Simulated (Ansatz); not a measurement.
TiO2 on the sites of the anatase structure (relaxed group I4_1/amd), relaxed with r2SCAN. Space group I4_1/amd (No. 141), tetragonal; conventional cell a = 3.778 Å, c = 9.583 Å, 11.40 Å³ an atom. Ti is surrounded by 6 O at 1.93–1.99 Å and 4 Ti at 3.05 Å; O is surrounded by 3 Ti at 1.93–1.99 Å.

```
Ti O
1.0
    -1.88890    1.88890    4.79174
     1.88890   -1.88890    4.79174
     1.88890    1.88890   -4.79174
Ti O
2 4
Cartesian
  0.0000 0.0000 0.0000
  0.0000 1.8889 2.3959
  0.0000 1.8889 4.3824
  0.0000 0.0000 1.9865
  0.0000 1.8889 0.4094
  0.0000 0.0000 7.5970
```

The questions ask for values computed with the plane-wave code Ansatz on this geometry. Spin-unpolarised throughout.

Given (10×10×10 mesh): With r2SCAN the valence top lies at Γ–X (0.88 of the way from Γ) and the conduction bottom at Γ, 2.53 eV higher; the smallest vertical gap, at Γ–M (0.60 of the way from Γ), is 2.87 eV.

Problem. What does PBE give for the gap (10×10×10 mesh)?

Solution. PBE gives an indirect gap of 2.15 eV, from Γ–X (0.90 of the way from Γ) to Γ; the least direct gap is 2.47 eV at Γ–M (0.60 of the way from Γ). The gap differs by -0.38 eV from r2SCAN's.

Problem. What does HSE06 give for the gap (6×6×6 mesh)?

Solution. The HSE06 gap is indirect, 3.64 eV (Γ–X (0.88 of the way from Γ) to Γ), below the direct gap of 3.99 eV at Γ–M (0.60 of the way from Γ). The gap differs by +1.11 eV from r2SCAN's.

Problem. Estimate the gap with PBE0 on 6×6×6.

Solution. PBE0 gives an indirect gap of 4.38 eV, from Γ–X (0.88 of the way from Γ) to Γ; the least direct gap is 4.73 eV at Γ–M (0.60 of the way from Γ). The gap differs by +1.85 eV from r2SCAN's.

Problem. Relaxed again with PBEsol, is the cell stable at the zone centre, and where do its optical modes lie?

Solution. The zone-centre optical frequencies run from 134 to 618 cm⁻¹, none imaginary (the rest of the zone wasn't tested). With the long-range field the highest mode reaches 841 cm⁻¹.

Problem. What do these levels agree on?

Solution. r2SCAN covers 25 % of the step from PBE to HSE06. Among these functionals the gap stays indirect.

Problem. How do these values compare with experiment?

Solution.
Set against measured values:
- Also reported, of a kind that the calculated least gap can't be set against (optical): 3.3 eV. Source: 3.3 eV (optical gap from Kubelka-Munk plot; UV-vis diffuse reflectance; powder; extrapolated from Kubelka-Munk plot of commercial powder; direct or indirect transition not specified for this value; “Structure, light absorption properties and photocatalytic activity of carbon-containing titania nanocomposites synthesized via a facile sol–gel method”, 2022, pmc:9404286).
- Also reported, of a kind that the calculated least gap can't be set against (optical): 3.2 eV. Source: 3.2 eV (optical gap from absorption spectra; UV-visible absorption with integrating sphere; powder; Optical absorption onset of pigment powder, uncoated and Al2O3-coated spectra alike; extraction method (direct or indirect) not shown; “Suppressing the Photocatalytic Activity of TiO2 Nanoparticles by Extremely Thin Al2O3 Films Grown by Gas-Phase Deposition at Ambient Conditions”, 2018, pmc:5853694).
- Gap, measured 3.21 eV (indirect), the middle of 7 reports from 3.19 to 3.29 eV: r2SCAN 2.53 (-0.68), PBE 2.15 (-1.06), HSE06 3.64 (+0.43), PBE0 4.38 (+1.17) eV. Source: 3.21 eV (indirect optical gap from Tauc plot; UV-visible diffuse reflectance; ceramic; Tauc extrapolation of Kubelka-Munk converted diffuse reflectance, indirect transition assumed; optical onset; “Sensitivity of Anatase and Rutile Phases of TiO2 to ion irradiation: Examination of the applicability of Coulomb Explosion and Thermal Spike Models”, 2018, pmc:6079046).
- An end of the range of reports. Source: 3.19 eV (indirect optical gap from Tauc plot; UV-vis diffuse reflectance, Kubelka-Munk and Tauc analysis; powder; Tauc extrapolation of powder absorbance, indirect gap assumed; commercial 99.8% anatase powder, presumably at room temperature; “Impact of high-pressure columbite phase of titanium dioxide (TiO2) on catalytic photoconversion of plastic waste and Simultaneous hydrogen (H2) production”, 2024, arxiv:2412.00500).
- An end of the range of reports. Source: 3.293 eV (indirect optical gap from reflection cut-off wavelength, 126 nm particles (bulk-like); 300 K; UV-VIS-NIR reflection spectroscopy; powder; Gap from reflection cut-off wavelength, not a Tauc fit; hand-pressed powder; same powder pressed at 10 tons gives 3.163 eV; “Part I: determination of a structure/property transformation mechanism responsible for changes in the point of zero change of anatase titania with decreasing particle …”, 2024, pmc:11477903).
- Direct gap, measured 3.98 eV: r2SCAN 2.87 (-1.11), PBE 2.47 (-1.51), HSE06 3.99 (+0.01), PBE0 4.73 (+0.75) eV. Source: about 3.98 eV (direct quasiparticle gap around Gamma; experiment quoted from earlier work; quoted from earlier experimental work; method, temperature and sample doping not given in the passage; quoted in “Giant exciton Mott density in anatase TiO2”, 2020, arxiv:2007.10051).
Measured gaps include zero-point and thermal shifts, optical ones also the exciton binding, and spin-orbit coupling, which these levels lack. Reports marked as nanostructured, strained, doped, implanted or mixed samples, and transport gaps, were set aside.

Where an edge lies off the special points, it is a point of the mesh or the k point where a search put PBE's edge or least direct gap, reused for the other functionals, whose own edges may lie a little apart; PBE's own value is read along its path and can be a few hundredths of an eV high.
